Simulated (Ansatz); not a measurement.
# Al2O3 (R-3c): the host for defect calculations, part 3 of 3

Before any defect goes in: Al2O3 (R-3c) at rest, and how it screens a charge.

Ansatz 0.2.0; plane-wave PAW DFT, PBEsol; relaxation of the host's cell and atoms (the session's first sound run).

So far. Step 3 (Dielectric tensors of the host): The principal values of the electronic dielectric tensor are 3.26, 3.30 and 3.30. The principal values of the static dielectric tensor are 9.72, 9.72 and 11.81.

**7. Defect free supercell relaxed from displaced atoms**

This step: plane-wave PAW DFT, PBEsol; relaxation of the defect-free supercell from random displacements, a test of the host's stability (Ansatz 0.2.0).

File pristine.rattled/input.yaml:

```yaml
crystal:
  lattice:
    - [4.7738674274, 2.7561936443, 8.6765380597]
    - [-4.7738674274, 2.7561936443, 8.6765380597]
    - [0.0, -5.5123872885, 8.6765380597]
  atoms:
    - { symbol: Al, position: [0.323960443, 0.323960443, 0.323960443] }
    - { symbol: Al, position: [0.426039557, 0.426039557, 0.426039557] }
    - { symbol: Al, position: [0.073960443, 0.073960443, 0.073960443] }
    - { symbol: Al, position: [0.176039557, 0.176039557, 0.176039557] }
    - { symbol: O, position: [0.2220701173, 0.0279298827, 0.375] }
    - { symbol: O, position: [0.4720701173, 0.125, 0.2779298827] }
    - { symbol: O, position: [0.0279298827, 0.375, 0.2220701173] }
    - { symbol: O, position: [0.375, 0.2220701173, 0.0279298827] }
    - { symbol: O, position: [0.125, 0.2779298827, 0.4720701173] }
    - { symbol: O, position: [0.2779298827, 0.4720701173, 0.125] }
    - { symbol: Al, position: [0.323960443, 0.323960443, 0.823960443] }
    - { symbol: Al, position: [0.426039557, 0.426039557, 0.926039557] }
    - { symbol: Al, position: [0.073960443, 0.073960443, 0.573960443] }
    - { symbol: Al, position: [0.176039557, 0.176039557, 0.676039557] }
    - { symbol: O, position: [0.2220701173, 0.0279298827, 0.875] }
    - { symbol: O, position: [0.4720701173, 0.125, 0.7779298827] }
    - { symbol: O, position: [0.0279298827, 0.375, 0.7220701173] }
    - { symbol: O, position: [0.375, 0.2220701173, 0.5279298827] }
    - { symbol: O, position: [0.125, 0.2779298827, 0.9720701173] }
    - { symbol: O, position: [0.2779298827, 0.4720701173, 0.625] }
    - { symbol: Al, position: [0.323960443, 0.823960443, 0.323960443] }
    - { symbol: Al, position: [0.426039557, 0.926039557, 0.426039557] }
    - { symbol: Al, position: [0.073960443, 0.573960443, 0.073960443] }
    - { symbol: Al, position: [0.176039557, 0.676039557, 0.176039557] }
    - { symbol: O, position: [0.2220701173, 0.5279298827, 0.375] }
    - { symbol: O, position: [0.4720701173, 0.625, 0.2779298827] }
    - { symbol: O, position: [0.0279298827, 0.875, 0.2220701173] }
    - { symbol: O, position: [0.375, 0.7220701173, 0.0279298827] }
    - { symbol: O, position: [0.125, 0.7779298827, 0.4720701173] }
    - { symbol: O, position: [0.2779298827, 0.9720701173, 0.125] }
    - { symbol: Al, position: [0.323960443, 0.823960443, 0.823960443] }
    - { symbol: Al, position: [0.426039557, 0.926039557, 0.926039557] }
    - { symbol: Al, position: [0.073960443, 0.573960443, 0.573960443] }
    - { symbol: Al, position: [0.176039557, 0.676039557, 0.676039557] }
    - { symbol: O, position: [0.2220701173, 0.5279298827, 0.875] }
    - { symbol: O, position: [0.4720701173, 0.625, 0.7779298827] }
    - { symbol: O, position: [0.0279298827, 0.875, 0.7220701173] }
    - { symbol: O, position: [0.375, 0.7220701173, 0.5279298827] }
    - { symbol: O, position: [0.125, 0.7779298827, 0.9720701173] }
    - { symbol: O, position: [0.2779298827, 0.9720701173, 0.625] }
    - { symbol: Al, position: [0.823960443, 0.323960443, 0.323960443] }
    - { symbol: Al, position: [0.926039557, 0.426039557, 0.426039557] }
    - { symbol: Al, position: [0.573960443, 0.073960443, 0.073960443] }
    - { symbol: Al, position: [0.676039557, 0.176039557, 0.176039557] }
    - { symbol: O, position: [0.7220701173, 0.0279298827, 0.375] }
    - { symbol: O, position: [0.9720701173, 0.125, 0.2779298827] }
    - { symbol: O, position: [0.5279298827, 0.375, 0.2220701173] }
    - { symbol: O, position: [0.875, 0.2220701173, 0.0279298827] }
    - { symbol: O, position: [0.625, 0.2779298827, 0.4720701173] }
    - { symbol: O, position: [0.7779298827, 0.4720701173, 0.125] }
    - { symbol: Al, position: [0.823960443, 0.323960443, 0.823960443] }
    - { symbol: Al, position: [0.926039557, 0.426039557, 0.926039557] }
    - { symbol: Al, position: [0.573960443, 0.073960443, 0.573960443] }
    - { symbol: Al, position: [0.676039557, 0.176039557, 0.676039557] }
    - { symbol: O, position: [0.7220701173, 0.0279298827, 0.875] }
    - { symbol: O, position: [0.9720701173, 0.125, 0.7779298827] }
    - { symbol: O, position: [0.5279298827, 0.375, 0.7220701173] }
    - { symbol: O, position: [0.875, 0.2220701173, 0.5279298827] }
    - { symbol: O, position: [0.625, 0.2779298827, 0.9720701173] }
    - { symbol: O, position: [0.7779298827, 0.4720701173, 0.625] }
    - { symbol: Al, position: [0.823960443, 0.823960443, 0.323960443] }
    - { symbol: Al, position: [0.926039557, 0.926039557, 0.426039557] }
    - { symbol: Al, position: [0.573960443, 0.573960443, 0.073960443] }
    - { symbol: Al, position: [0.676039557, 0.676039557, 0.176039557] }
    - { symbol: O, position: [0.7220701173, 0.5279298827, 0.375] }
    - { symbol: O, position: [0.9720701173, 0.625, 0.2779298827] }
    - { symbol: O, position: [0.5279298827, 0.875, 0.2220701173] }
    - { symbol: O, position: [0.875, 0.7220701173, 0.0279298827] }
    - { symbol: O, position: [0.625, 0.7779298827, 0.4720701173] }
    - { symbol: O, position: [0.7779298827, 0.9720701173, 0.125] }
    - { symbol: Al, position: [0.823960443, 0.823960443, 0.823960443] }
    - { symbol: Al, position: [0.926039557, 0.926039557, 0.926039557] }
    - { symbol: Al, position: [0.573960443, 0.573960443, 0.573960443] }
    - { symbol: Al, position: [0.676039557, 0.676039557, 0.676039557] }
    - { symbol: O, position: [0.7220701173, 0.5279298827, 0.875] }
    - { symbol: O, position: [0.9720701173, 0.625, 0.7779298827] }
    - { symbol: O, position: [0.5279298827, 0.875, 0.7220701173] }
    - { symbol: O, position: [0.875, 0.7220701173, 0.5279298827] }
    - { symbol: O, position: [0.625, 0.7779298827, 0.9720701173] }
    - { symbol: O, position: [0.7779298827, 0.9720701173, 0.625] }
basis:
  ecutwfc: 420
  xc_grid: 2
hamiltonian:
  xc: pbesol
kpoints:
  mp_grid: { grid: [1, 1, 1], shift: [0.25, 0.25, 0.25] }
scf:
  occupations: { method: fermi_dirac, width: 0.01 }
  max_iter: 80
output:
  forces: true
relax:
  f_tol: 0.01
  max_steps: 120
  random_displacement: { amplitude: 0.08, seed: 6090 }
checkpoint:
  write: "../pristine.rattled.run"
  compress: false
  write_wavefunctions: false
  write_every: 100000
```

On the command line:

```
$ ansatz run input.yaml --threads 8 --pin off --max-ram 22609MiB --backend cpu --events-out ev --progress --plain --runs-dir out
```

Numbers of over 12 decimals in the logs are rounded to 6 here.

The log of the run:

```text
[...]
Crystal: 80 atoms, lattice volume = 684.980 Å³
Basis set: ecut = 420 eV, 13367 PW (Γ), exchange–correlation on 144×144×144 points (8 copies of the dense FFT grid, shifted against one another)
Bands: 272, of which v1, the nominal top of the filled ones, is band 192 counted from 1 (191 counted from 0)
Symmetry: 1 space group operations
k-points: 1
[...]
SCF iter   1: F=—  HF=-43825.959833 eV  |F-HF|=—  |Δ(HF+E_count)|=         —  Δρ=1.56e-2  dr2=1.25e0  ethr=1.77e-3  ⟨swp⟩=6.0  Hψ=1203  notcnv=0  defer=68
[...]
SCF iter   6: F=-43825.575201 eV  HF=-43825.575202 eV  |F-HF|=5.39e-7  |Δ(HF+E_count)|=   1.19e-5  Δρ=1.86e-5  dr2=1.55e-6  ethr=6.51e-10  ⟨swp⟩=4.0  Hψ=802  notcnv=0
SCF 1 converged in 6 iterations: F = -43825.575201 eV  dr2 = 1.55e-6
[...]
relax step   1: F+E_penalty+E_count = -43825.57520136 eV  Δ(F+E_penalty+E_count) = +0.000e0 eV  max|allowed force component| = 2.864e0 eV/Å  Δτ_max = 0.0000 Å  (6 SCF iters, dr2 threshold 2.50e-6 eV, accepted)
[...]
relax step   2: F+E_penalty+E_count = -43828.58389477 eV  Δ(F+E_penalty+E_count) = -3.009e0 eV  max|allowed force component| = 1.821e0 eV/Å  Δτ_max = 0.0705 Å  (6 SCF iters, dr2 threshold 1.00e-4 eV, accepted)
relax step   3: F+E_penalty+E_count = -43830.46689553 eV  Δ(F+E_penalty+E_count) = -1.883e0 eV  max|allowed force component| = 1.961e-2 eV/Å  Δτ_max = 0.0895 Å  (6 SCF iters, dr2 threshold 1.00e-4 eV, accepted)
relax step   4: F+E_penalty+E_count = -43830.46690212 eV  Δ(F+E_penalty+E_count) = -6.581e-6 eV  max|allowed force component| = 1.958e-2 eV/Å  Δτ_max = 0.0000 Å  (4 SCF iters, accepted)
SCF iter   1: F=—  HF=-43830.466767 eV  |F-HF|=—  |Δ(HF+E_count)|=         —  Δρ=1.73e-4  dr2=1.71e-4  ethr=7.99e-7  ⟨swp⟩=2.0  Hψ=519  notcnv=0  defer=73
[...]
SCF iter   5: F=-43830.467269 eV  HF=-43830.467269 eV  |F-HF|=3.55e-9  |Δ(HF+E_count)|=   1.83e-8  Δρ=1.34e-6  dr2=9.51e-9  ethr=2.60e-11  ⟨swp⟩=4.0  Hψ=687  notcnv=0
SCF 5 converged in 5 iterations: F = -43830.467269 eV  dr2 = 9.51e-9
relax step   5: F+E_penalty+E_count = -43830.46726915 eV  Δ(F+E_penalty+E_count) = -3.670e-4 eV  max|allowed force component| = 7.770e-4 eV/Å  Δτ_max = 0.0020 Å  (5 SCF iters, accepted)
SCF converged after 5 iterations
Free energy (F): -43830.467269 eV
[...]
Internal energy: -43830.467269 eV  (E = F + TS)
E sigma→0 (E₀):  -43830.467269 eV
Fermi energy:    10.686557 eV
[...]
--- Forces (eV/Å), atoms counted from 1 ---
  atom   1  Al     0.00026939    -0.00024777    -0.00003071
  atom   2  Al    -0.00010247     0.00039223    -0.00040316
  atom   3  Al     0.00011513    -0.00044759     0.00008254
  atom   4  Al    -0.00001793     0.00018914    -0.00005648
  atom   5  O     -0.00010780    -0.00018907     0.00005616
  atom   6  O     -0.00020959    -0.00001023     0.00015848
  atom   7  O     -0.00002441    -0.00004264     0.00026293
  atom   8  O      0.00009159     0.00008450     0.00032596
  atom   9  O      0.00040031     0.00019809     0.00002814
  atom  10  O     -0.00010411    -0.00004826     0.00017727
  atom  11  Al    -0.00026436     0.00019247     0.00001644
  atom  12  Al    -0.00008003    -0.00017473    -0.00052464
  atom  13  Al     0.00001224     0.00033393    -0.00026863
  atom  14  Al     0.00000177     0.00008092    -0.00069805
  atom  15  O     -0.00007598    -0.00004350     0.00017485
  atom  16  O     -0.00023298     0.00020506     0.00019651
  atom  17  O      0.00005080     0.00009405    -0.00015850
  atom  18  O      0.00016517    -0.00021427    -0.00001696
  atom  19  O      0.00017420    -0.00003260    -0.00000226
  atom  20  O     -0.00019378     0.00028333     0.00016851
  atom  21  Al    -0.00013507     0.00028798     0.00059047
  atom  22  Al     0.00007489     0.00007146    -0.00001919
  atom  23  Al    -0.00030463     0.00018911     0.00003259
  atom  24  Al    -0.00007751    -0.00035863     0.00012713
  atom  25  O     -0.00017689    -0.00003399     0.00017199
  atom  26  O     -0.00012704    -0.00022251     0.00000667
  atom  27  O      0.00010031     0.00016358     0.00008168
  atom  28  O     -0.00001900     0.00014048    -0.00011735
  atom  29  O      0.00003700     0.00002497     0.00017995
  atom  30  O      0.00010914    -0.00013808     0.00025140
  atom  31  Al    -0.00027675    -0.00020792    -0.00017360
  atom  32  Al     0.00010054    -0.00006846    -0.00017745
  atom  33  Al     0.00004881     0.00011937     0.00036145
  atom  34  Al     0.00005903    -0.00007446     0.00026394
  atom  35  O      0.00021380     0.00019136     0.00009817
  atom  36  O      0.00012716     0.00007454     0.00009972
  atom  37  O     -0.00002004     0.00021926    -0.00007979
  atom  38  O      0.00011267    -0.00004121    -0.00000234
  atom  39  O     -0.00017908     0.00012889     0.00012934
  atom  40  O      0.00009965    -0.00009249     0.00041909
[...]
atom  69  O     -0.00014646    -0.00007437    -0.00009486
  atom  70  O      0.00013667    -0.00009478    -0.00006421
  atom  71  Al     0.00018129    -0.00077707    -0.00026329
  atom  72  Al     0.00022827    -0.00014065    -0.00020876
  atom  73  Al     0.00020041     0.00006613     0.00002223
  atom  74  Al    -0.00027448     0.00032674    -0.00013125
  atom  75  O     -0.00003170     0.00012695    -0.00038482
  atom  76  O      0.00000132    -0.00005978    -0.00011047
  atom  77  O     -0.00012620     0.00007033     0.00011803
  atom  78  O      0.00001970    -0.00017154    -0.00000742
  atom  79  O     -0.00001630     0.00019337     0.00022004
  atom  80  O      0.00009172     0.00003793     0.00017147
  max |Σ_I F_I| component: 2.08e-5 eV/Å
--- Relaxed structure (5 steps of the walk, 5 accepted, 0 SCFs on fresh bases) ---
  F+E_penalty+E_count = -43830.46726915 eV   max|allowed force component| = 7.770e-4 eV/Å
  atoms:
    - { symbol: Al, position: [0.323846, 0.324447, 0.324030] }
    - { symbol: Al, position: [0.425938, 0.426530, 0.426127] }
    - { symbol: Al, position: [0.073846, 0.074446, 0.074027] }
    - { symbol: Al, position: [0.175934, 0.176529, 0.176126] }
    - { symbol: O, position: [0.221920, 0.028457, 0.375078] }
    - { symbol: O, position: [0.471920, 0.125489, 0.278046] }
    - { symbol: O, position: [0.027861, 0.375486, 0.222107] }
    - { symbol: O, position: [0.374889, 0.222515, 0.028047] }
    - { symbol: O, position: [0.124888, 0.278461, 0.472110] }
    - { symbol: O, position: [0.277864, 0.472515, 0.125075] }
    - { symbol: Al, position: [0.323847, 0.324439, 0.824037] }
    - { symbol: Al, position: [0.425939, 0.426534, 0.926120] }
    - { symbol: Al, position: [0.073848, 0.074442, 0.574037] }
    - { symbol: Al, position: [0.175940, 0.176535, 0.676122] }
    - { symbol: O, position: [0.221924, 0.028457, 0.875074] }
    - { symbol: O, position: [0.471923, 0.125485, 0.778047] }
    - { symbol: O, position: [0.027861, 0.375488, 0.722109] }
    - { symbol: O, position: [0.374894, 0.222519, 0.528046] }
    - { symbol: O, position: [0.124889, 0.278458, 0.972107] }
    - { symbol: O, position: [0.277860, 0.472512, 0.625081] }
    - { symbol: Al, position: [0.323845, 0.824438, 0.324032] }
    - { symbol: Al, position: [0.425935, 0.926533, 0.426120] }
    - { symbol: Al, position: [0.073849, 0.574438, 0.074034] }
    - { symbol: Al, position: [0.175937, 0.676535, 0.176117] }
    - { symbol: O, position: [0.221924, 0.528457, 0.375074] }
    - { symbol: O, position: [0.471924, 0.625486, 0.278047] }
    - { symbol: O, position: [0.027859, 0.875490, 0.222105] }
    - { symbol: O, position: [0.374893, 0.722517, 0.028048] }
    - { symbol: O, position: [0.124890, 0.778456, 0.472105] }
    - { symbol: O, position: [0.277859, 0.972517, 0.125076] }
    - { symbol: Al, position: [0.323851, 0.824444, 0.824028] }
    - { symbol: Al, position: [0.425939, 0.926531, 0.926123] }
    - { symbol: Al, position: [0.073845, 0.574443, 0.574029] }
    - { symbol: Al, position: [0.175934, 0.676530, 0.676122] }
    - { symbol: O, position: [0.221919, 0.528456, 0.875079] }
    - { symbol: O, position: [0.471920, 0.625489, 0.778047] }
    - { symbol: O, position: [0.027862, 0.875487, 0.722108] }
    - { symbol: O, position: [0.374889, 0.722517, 0.528047] }
    - { symbol: O, position: [0.124896, 0.778455, 0.972106] }
    - { symbol: O, position: [0.277861, 0.972518, 0.625075] }
    - { symbol: Al, position: [0.823848, 0.324446, 0.324030] }
    - { symbol: Al, position: [0.925935, 0.426531, 0.426125] }
    - { symbol: Al, position: [0.573845, 0.074446, 0.074031] }
    - { symbol: Al, position: [0.675935, 0.176534, 0.176123] }
    - { symbol: O, position: [0.721920, 0.028458, 0.375078] }
    - { symbol: O, position: [0.971918, 0.125490, 0.278046] }
    - { symbol: O, position: [0.527865, 0.375487, 0.222107] }
    - { symbol: O, position: [0.874890, 0.222517, 0.028046] }
    - { symbol: O, position: [0.624894, 0.278460, 0.472106] }
    - { symbol: O, position: [0.777863, 0.472520, 0.125075] }
    - { symbol: Al, position: [0.823849, 0.324441, 0.824035] }
    - { symbol: Al, position: [0.925936, 0.426537, 0.926120] }
    - { symbol: Al, position: [0.573850, 0.074440, 0.574034] }
    - { symbol: Al, position: [0.675936, 0.176537, 0.676119] }
    - { symbol: O, position: [0.721921, 0.028459, 0.875075] }
    - { symbol: O, position: [0.971922, 0.125485, 0.778049] }
    - { symbol: O, position: [0.527860, 0.375490, 0.722107] }
    - { symbol: O, position: [0.874894, 0.222519, 0.528047] }
    - { symbol: O, position: [0.624891, 0.278457, 0.972106] }
    - { symbol: O, position: [0.777860, 0.472517, 0.625081] }
    - { symbol: Al, position: [0.823845, 0.824444, 0.324033] }
    - { symbol: Al, position: [0.925936, 0.926536, 0.426118] }
    - { symbol: Al, position: [0.573846, 0.574443, 0.074036] }
    - { symbol: Al, position: [0.675939, 0.676537, 0.176118] }
    - { symbol: O, position: [0.721924, 0.528460, 0.375077] }
    - { symbol: O, position: [0.971924, 0.625488, 0.278046] }
    - { symbol: O, position: [0.527860, 0.875489, 0.222107] }
    - { symbol: O, position: [0.874895, 0.722518, 0.028047] }
    - { symbol: O, position: [0.624891, 0.778458, 0.472107] }
    - { symbol: O, position: [0.777860, 0.972520, 0.125077] }
    - { symbol: Al, position: [0.823849, 0.824451, 0.824025] }
    - { symbol: Al, position: [0.925938, 0.926532, 0.926124] }
    - { symbol: Al, position: [0.573844, 0.574447, 0.574032] }
    - { symbol: Al, position: [0.675939, 0.676528, 0.676125] }
    - { symbol: O, position: [0.721923, 0.528458, 0.875080] }
    - { symbol: O, position: [0.971921, 0.625492, 0.778044] }
    - { symbol: O, position: [0.527863, 0.875485, 0.722107] }
    - { symbol: O, position: [0.874891, 0.722518, 0.528045] }
    - { symbol: O, position: [0.624893, 0.778458, 0.972106] }
    - { symbol: O, position: [0.777861, 0.972520, 0.625074] }
```

The job ended after 22 s (8 threads of Arm Neoverse V2, shared host; peak memory 1.3 GiB; 2.3 min of CPU time).

Relaxation path:

```csv
step,energy less that of the first step (eV),largest force component (eV/Å)
1,0.0000,2.8642
2,-3.0087,1.8212
3,-4.8917,0.0196
4,-4.8917,0.0196
5,-4.8921,0.0008
```

The relaxation ends 61 meV an atom lower than the displaced start, with a largest force component of 7.8e-4 eV/Å.

**8. Results**

- primitive cell vectors, lengths: 5.140, 5.140, 5.140 Å
- electronic dielectric constant: principal values (3.26, 3.30, 3.30)
- static dielectric constant: principal values (9.72, 9.72, 11.81)
- gap on the k-mesh of the response run (PBEsol): 6.03 eV
- supercell relaxed in its symmetry less the displaced and relaxed one: 0.000 eV
- energy an atom at one point at (¼, ¼, ¼) less that on the dense mesh: 0.004 eV

**Reading.** Step 7: The energy fell by 4.892 eV from the randomly displaced start; the atoms end within 0.005 Å of the sites as typed, once the mean shift is taken out. The displaced cell ends within 0.01 eV of the symmetric one relaxed in its symmetry, so no lower structure shows in this supercell. The k-mesh can miss the band edges, so this gap is an upper bound at this level. All at zero temperature.

[Logs are printed without paths, hosts, clocks, repeated set-up lines and the standing remarks that a program may print on its own settings, such as how far it seeks lower states.]

[Hosts, paths, dates, database ids (printed as entryN), source tags and the programs' standing remarks are cut or masked in the printed files.]

[Runs of the host that timed out are not shown.]

[For some hosts the program warned that the k-mesh of the response run may be too coarse for force constants and the static dielectric constant; such warnings are not always shown.]
